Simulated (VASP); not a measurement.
# InP (F-43m) in VASP: further runs

The runs below take InP through single point, relaxation of cell and atoms, with PBE.

Everything below comes from runs of VASP 6.6.1. Logs are shortened: lines on timing, memory, paths and dates and some standing lists are left out, and cuts for length are marked.

**The experiment to reproduce.**

From a printed reference work, data compilation, for a bulk crystal of InP at 1.6 K: band gap 1.4236 eV (direct).

The results are compared with them further down.

### Step 1. Starting point

Symmetry: F-43m, No. 216, cubic system. Conventional cell: a = 5.960 Å, b = 5.960 Å, c = 5.960 Å, α = 90.00°, β = 90.00°, γ = 90.00°. Around In (site symmetry -43m) lie 4 P at 2.58 Å. P (site symmetry -43m) has 4 In at 2.58 Å as nearest neighbours.

### Step 2. Single point, PBE

The input, INCAR:

```
SYSTEM = InP
ALGO     = Normal         ! electronic algorithm
EDIFF    = 1E-7           ! SCF threshold, eV
ENCUT    = 520            ! plane-wave cutoff, eV
GGA      = PE             ! functional
ISIF     = 2              ! what is computed and relaxed
ISMEAR   = -1             ! smearing method
LASPH    = .TRUE.         ! aspherical terms in the spheres
LCHARG   = .FALSE.        ! write CHGCAR
LREAL    = .FALSE.        ! projectors in reciprocal space
LWAVE    = .FALSE.        ! write WAVECAR
NBANDS   = 16             ! bands
NELM     = 80             ! most SCF steps
PREC     = Accurate       ! precision mode
SIGMA    = 0.02           ! smearing width, eV
```

The input, KPOINTS:

```
k-points
0
G
  8 8 8
  0 0 0
```

The input, POSCAR:

```
InP
1.0
    0.0000000000      2.9800342627      2.9800342627
    2.9800342627      0.0000000000      2.9800342627
    2.9800342627      2.9800342627      0.0000000000
In P
1 1
Direct
    0.0000000000      0.0000000000      0.0000000000
    0.2500000000      0.2500000000      0.2500000000
```

Potentials or basis: VASP PAW PBE potentials, release 64 (In_d, P).

Command:

```console
cat potpaw_PBE.64/In_d/POTCAR potpaw_PBE.64/P/POTCAR > POTCAR
mpirun -np 1 vasp_std > vasp.out
```

OUTCAR:

```text
SYSTEM = InP
   EDIFF = 1E-7
   ENCUT = 520
   GGA = PE
   ISIF = 2
   ISMEAR = -1
   LASPH = .TRUE.
   LREAL = .FALSE.
   NELM = 80
   PREC = Accurate

 ion  position               nearest neighbor table
   1  0.000  0.000  0.000-   2 2.58   2 2.58   2 2.58   2 2.58
   2  0.250  0.250  0.250-   1 2.58   1 2.58   1 2.58   1 2.58

  LATTYP: Found a face centered cubic cell.
 ALAT       =     5.9600685254

  Lattice vectors:

 A1 = (   0.0000000000,   2.9800342627,   2.9800342627)
 A2 = (   2.9800342627,   0.0000000000,   2.9800342627)
 A3 = (   2.9800342627,   2.9800342627,   0.0000000000)

Analysis of symmetry for initial positions (statically):
=====================================================================
 Subroutine PRICEL returns:
 Original cell was already a primitive cell.

 Routine SETGRP: Setting up the symmetry group for a
 face centered cubic supercell.

 Subroutine GETGRP returns: Found 24 space group operations
 (whereof 24 operations were pure point group operations)
 out of a pool of 48 trial point group operations.

The static configuration has the point symmetry T_d .

Analysis of symmetry for dynamics (positions and initial velocities):
=====================================================================
 Subroutine PRICEL returns:
 Original cell was already a primitive cell.

 Routine SETGRP: Setting up the symmetry group for a
 face centered cubic supercell.

 Subroutine GETGRP returns: Found 24 space group operations
 (whereof 24 operations were pure point group operations)
 out of a pool of 48 trial point group operations.

The dynamic configuration has the point symmetry T_d .

 Subroutine INISYM returns: Found 24 space group operations
 (whereof 24 operations are pure point group operations),
 and found     1 'primitive' translations

----------------------------------------------------------------------------------------

                                     Primitive cell

  volume of cell :      52.9290

  direct lattice vectors                    reciprocal lattice vectors
     0.000000000  2.980034263  2.980034263    -0.167783306  0.167783306  0.167783306
     2.980034263  0.000000000  2.980034263     0.167783306 -0.167783306  0.167783306
     2.980034263  2.980034263  0.000000000     0.167783306  0.167783306 -0.167783306

  length of vectors
     4.214404871  4.214404871  4.214404871     0.290609210  0.290609210  0.290609210

  position of ions in fractional coordinates (direct lattice)
     0.000000000  0.000000000  0.000000000
     0.250000000  0.250000000  0.250000000

  ion indices of the primitive-cell ions
   primitive index   ion index
                 1           1
                 2           2

----------------------------------------------------------------------------------------

 KPOINTS: k-points

Automatic generation of k-mesh.
 Grid dimensions read from file:
 generate k-points for:    8    8    8

 Generating k-lattice:

  Cartesian coordinates                     Fractional coordinates (reciprocal lattice)
    -0.020972913  0.020972913  0.020972913     0.125000000  0.000000000  0.000000000
     0.020972913 -0.020972913  0.020972913     0.000000000  0.125000000  0.000000000
     0.020972913  0.020972913 -0.020972913     0.000000000  0.000000000  0.125000000

  Length of vectors
     0.036326151  0.036326151  0.036326151

  Shift w.r.t. Gamma in fractional coordinates (k-lattice)
     0.000000000  0.000000000  0.000000000

 Subroutine IBZKPT returns following result:
 ===========================================

 Found     29 irreducible k-points:

 Following reciprocal coordinates:
            Coordinates               Weight
  0.000000  0.000000  0.000000      1.000000
  0.125000  0.000000  0.000000      8.000000
  0.250000  0.000000  0.000000      8.000000
  0.375000  0.000000  0.000000      8.000000
  0.500000  0.000000  0.000000      4.000000
  0.125000  0.125000  0.000000      6.000000
[... 16 lines left out ...]
  0.500000  0.250000  0.125000     48.000000
 -0.375000  0.250000  0.125000     24.000000
 [... further k-points ...]
   k-points           NKPTS =     29   k-points in BZ     NKDIM =     29   number of bands    NBANDS=     16
   number of dos      NEDOS =    301   number of ions     NIONS =      2
   total plane-waves  NPLWV =  32768
   dimension x,y,z NGX =    32 NGY =   32 NGZ =   32
   dimension x,y,z NGXF=    64 NGYF=   64 NGZF=   64
   ions per type =               1   1
   NGX,Y,Z   is equivalent  to a cutoff of  12.62, 12.62, 12.62 a.u.
   NGXF,Y,Z  is equivalent  to a cutoff of  25.25, 25.25, 25.25 a.u.
 SYSTEM =  InP
   PREC   = accura    normal or accurate (medium, high low for compatibility)
   ISTART =      0    job   : 0-new  1-cont  2-samecut
   ICHARG =      2    charge: 1-file 2-atom 10-const
   ISPIN  =      1    spin polarized calculation?
   LNONCOLLINEAR =      F non collinear calculations
   LSORBIT =      F    spin-orbit coupling
   LASPH  =      T    aspherical Exc in radial PAW
   ENCUT  =  520.0 eV  38.22 Ry    6.18 a.u.   7.84  7.84  7.84*2*pi/ulx,y,z
   NELM   =     80;   NELMIN=  2; NELMDL= -5     # of ELM steps
   EDIFF  = 0.1E-06   stopping-criterion for ELM
   LREAL  =      F    real-space projection
   EDIFFG = 0.1E-05   stopping-criterion for IOM
   NSW    =      0    number of steps for IOM
   IBRION =     -1    ionic relax: 0-MD 1-quasi-New 2-CG
   NFREE  =      0    steps in history (QN), initial steepest desc. (CG)
   ISIF   =      2    stress and relaxation
   ISYM   =      2    0-nonsym 1-usesym 2-fastsym
   POTIM  = 0.5000    time-step for ionic-motion
   TEBEG  =    0.0;   TEEND  =   0.0 temperature during run
   PSTRESS=    0.0 pullay stress
   NELECT =      18.0000    total number of electrons
   NUPDOWN=      -1.0000    fix difference up-down
   EMIN   =  10.00;   EMAX   =-10.00  energy-range for DOS
   EFERMI =   0.00;   METHOD = LEGACY
   ISMEAR =    -1;   SIGMA  =   0.02  broadening in eV -4-tet -1-fermi 0-gaus
   EFERMI_NEDOS =   21; number of points for ismear=-14 and -15
   IALGO  =     38    algorithm
   IMIX   =      4    mixing-type and parameters
     AMIX     =   0.40;   BMIX     =  1.00
     AMIX_MAG =   1.60;   BMIX_MAG =  1.00
  volume/ion in A,a.u.               =      26.46       178.59
  Fermi-wavevector in a.u.,A,eV,Ry     =   1.142706  2.159401 17.766167  1.305776
  Thomas-Fermi vector in A             =   2.279403
   LORBIT       =      0    0 simple, 1 ext, 2 COOP (PROOUT), +10 PAW based schemes
   GGA     = PE    functional components
   LHFCALC =     F    Hartree Fock is set to
   AEXX    =    0.0000 exact exchange contribution
   IVDW    =     0    specifies the selected vdW correction
   LEPSILON=     F    determine dielectric tensor
   LRPA    =     F    only Hartree local field effects (RPA)
 non-spin polarized calculation
  energy-cutoff  :      520.00
  volume of cell :       52.93
 maximum number of plane-waves:      1458
   NGX = 15   NGY = 15   NGZ = 15

 number of electron      18.0000005 magnetization

 Free energy of the ion-electron system (eV)
  ---------------------------------------------------
  ext. energy  EPLUGINS =         0.00000000
  ---------------------------------------------------
  free energy    TOTEN  =        -8.40619488 eV

  energy without entropy =       -8.40619482  energy(sigma->0) =       -8.40619485

 E-fermi :   4.8845     XC(G=0):  -9.0613

 val. band max:        4.6548810689   @ k =   0.0000   0.0000   0.0000
 cond. band min:       5.0920395482   @ k =   0.0000   0.0000   0.0000
 fundamental gap:      0.4371584793
 Fermi energy:         4.8844622918

 k-point     1 :       0.0000    0.0000    0.0000
  band No.  band energies     occupation
      1      -9.4412      2.00000
      2      -9.4412      2.00000
      3      -9.4412      2.00000
      4      -9.3128      2.00000
      5      -9.3128      2.00000
      6      -6.5301      2.00000
[... 8 lines left out ...]
     15      14.0225      0.00000
     16      14.0225      0.00000

 k-point     2 :       0.1250    0.0000    0.0000
  band No.  band energies     occupation
      1      -9.4563      2.00000
      2      -9.4349      2.00000
      3      -9.4349      2.00000
      4      -9.3127      2.00000
      5      -9.3127      2.00000
      6      -6.3657      2.00000
[... 8 lines left out ...]
     15      13.4151      0.00000
     16      13.7766      0.00000

 k-point     3 :       0.2500    0.0000    0.0000
  band No.  band energies     occupation
      1      -9.4913      2.00000
      2      -9.4216      2.00000
      3      -9.4216      2.00000
      4      -9.3105      2.00000
      5      -9.3105      2.00000
      6      -5.9077      2.00000
[... 8 lines left out ...]
     15      13.1957      0.00000
     16      13.6881      0.00000

 k-point     4 :       0.3750    0.0000    0.0000
  band No.  band energies     occupation
      1      -9.5247      2.00000
      2      -9.4115      2.00000
      3      -9.4115      2.00000
      4      -9.3048      2.00000
      5      -9.3048      2.00000
      6      -5.3027      2.00000
[... 8 lines left out ...]
     15      14.0775      0.00000
     16      14.0775      0.00000
[... 324 lines left out ...]
 k-point    22 :       0.3750    0.2500    0.1250
  band No.  band energies     occupation
      1      -9.5236      2.00000
      2      -9.4053      2.00000
      3      -9.4000      2.00000
      4      -9.3250      2.00000
      5      -9.3000      2.00000
      6      -5.5270      2.00000
[... 8 lines left out ...]
     15      14.7068      0.00000
     16      16.0412      0.00000

 k-point    23 :       0.5000    0.2500    0.1250
  band No.  band energies     occupation
      1      -9.5435      2.00000
      2      -9.4007      2.00000
      3      -9.3878      2.00000
      4      -9.3217      2.00000
      5      -9.2997      2.00000
      6      -4.9757      2.00000
[... 8 lines left out ...]
     15      15.2754      0.00000
     16      15.9169      0.00000

 k-point    24 :      -0.3750    0.2500    0.1250
  band No.  band energies     occupation
      1      -9.5507      2.00000
      2      -9.4002      2.00000
      3      -9.3835      2.00000
      4      -9.3168      2.00000
      5      -9.3017      2.00000
      6      -4.6766      2.00000
[... 8 lines left out ...]
     15      15.2227      0.00000
     16      15.7938      0.00000

 [... further k-points ...]

------------------------ aborting loop because EDIFF is reached ----------------------------------------

  FORCE on cell =-STRESS in cart. coord.  units (eV):
  Direction    XX          YY          ZZ          XY          YZ          ZX
  --------------------------------------------------------------------------------------
  -------------------------------------------------------------------------------------
  Total       -0.0238407     -0.0238407     -0.0238407      0.0000000      0.0000000      0.0000000
  in kB       -0.7216649     -0.7216649     -0.7216649      0.0000000      0.0000000      0.0000000
  external PRESSURE =      -0.7216649 kB  Pullay stress =       0.0000000 kB

 VOLUME and BASIS-vectors are now :
 -----------------------------------------------------------------------------
  energy-cutoff  :      520.00
  volume of cell :       52.93
      direct lattice vectors                 reciprocal lattice vectors
     0.000000000  2.980034263  2.980034263    -0.167783306  0.167783306  0.167783306
     2.980034263  0.000000000  2.980034263     0.167783306 -0.167783306  0.167783306
     2.980034263  2.980034263  0.000000000     0.167783306  0.167783306 -0.167783306

 POSITION                                       TOTAL-FORCE (eV/Angst)
 -----------------------------------------------------------------------------------
      0.00000      0.00000      0.00000        -0.000000     -0.000000     -0.000000
      1.49002      1.49002      1.49002         0.000000      0.000000      0.000000
 -----------------------------------------------------------------------------------
    total drift:                               -0.000000     -0.000000     -0.000000

  FREE ENERGIE OF THE ION-ELECTRON SYSTEM (eV)
  ---------------------------------------------------
  free  energy   TOTEN  =        -8.4061948791 eV

  energy  without entropy=       -8.4061948212  energy(sigma->0) =       -8.40619485
```

It took 11 s on 1 thread of Intel Xeon 6975P-C (Granite Rapids), shared host; peak memory 0.18 GiB.

Results:

```yaml
Free_energy: -8.4062 eV
Pressure: -0.1 GPa
Band_gap_on_the_k_mesh: 0.44 eV, direct
```

Caveat: spin-orbit coupling is left out, which moves the levels of the heavy elements.

### Step 3. Relaxation of cell and atoms, PBE

This run uses another cell than the first one, of 25.17 Å³/atom, 0.951 times its volume.

The input, INCAR:

```
SYSTEM = InP
ALGO = Normal
EDIFF = 1E-7
EDIFFG = -0.005
ENCUT = 600
GGA = PE
IBRION = 2
ISIF = 3
ISMEAR = -1
LASPH = .TRUE.
LCHARG = .FALSE.
LREAL = .FALSE.
LWAVE = .FALSE.
NELM = 100
NSW = 80
PREC = Accurate
SIGMA = 0.02
```

KPOINTS is that of step 2.

The input, POSCAR:

```
InP
1.0
    0.0000000000      2.9305000000      2.9305000000
    2.9305000000      0.0000000000      2.9305000000
    2.9305000000      2.9305000000      0.0000000000
In P
1 1
Direct
    0.0000000000      0.0000000000      0.0000000000
    0.2500000000      0.2500000000      0.2500000000
```

Potentials or basis: VASP PAW PBE potentials, release 64 (In_d, P).

Command:

```console
cat potpaw_PBE.64/In_d/POTCAR potpaw_PBE.64/P/POTCAR > POTCAR
mpirun -np 1 vasp_std > vasp.out
```

It took 40 s on 1 thread of Intel Xeon 6975P-C (Granite Rapids), shared host; peak memory 0.23 GiB.

It converged, with:

- Free energy: -8.4060 eV
- Relaxed volume: 26.44 Å³/atom
- Relaxed cell: a = 4.213 Å, b = 4.213 Å, c = 4.213 Å, α = 60.00°, β = 60.00°, γ = 60.00°
- Space group after relaxing (to 0.05 Å): F-43m (No. 216)
- Energy gained by relaxing: 12.5 meV/atom
- Ionic steps: 3
- Pressure after relaxing: 0.0 GPa
- Band gap on the k mesh: 0.44 eV, direct

The path:
| step | energy change (eV) | largest force (eV/Å) | pressure (GPa) | volume (Å³) |
| --- | --- | --- | --- | --- |
| 1 | 0.0000 | 0.0000 | 3.31 | 50.33 |
| 2 | -0.0191 | 0.0000 | -1.40 | 54.22 |
| 3 | -0.0251 | 0.0000 | 0.01 | 52.88 |

Final structure:
```
In P
1.0
     0.00000    2.97908    2.97908
     2.97908    0.00000    2.97908
     2.97908    2.97908    0.00000
In P
1 1
Direct
  0.00000 0.00000 0.00000
  0.25000 0.25000 0.25000
```

Levels at points of the mesh, in eV from the valence-band top:
```
           k point  band 6  band 7  band 8  band 9  band 10  band 11  band 12  band 13
(0.00, 0.00, 0.00)  -11.19    0.00    0.00    0.00     0.44     4.09     4.09     4.09
(0.50, 0.00, 0.00)   -9.62   -5.48   -0.90   -0.90     1.38     4.80     4.80     6.99
(0.50, 0.50, 0.00)   -9.03   -5.54   -2.16   -2.16     1.84     2.26     8.91     9.27
```

Caveat: spin-orbit coupling is left out, which moves the levels of the heavy elements.

(Continued in part 2 of 2.)
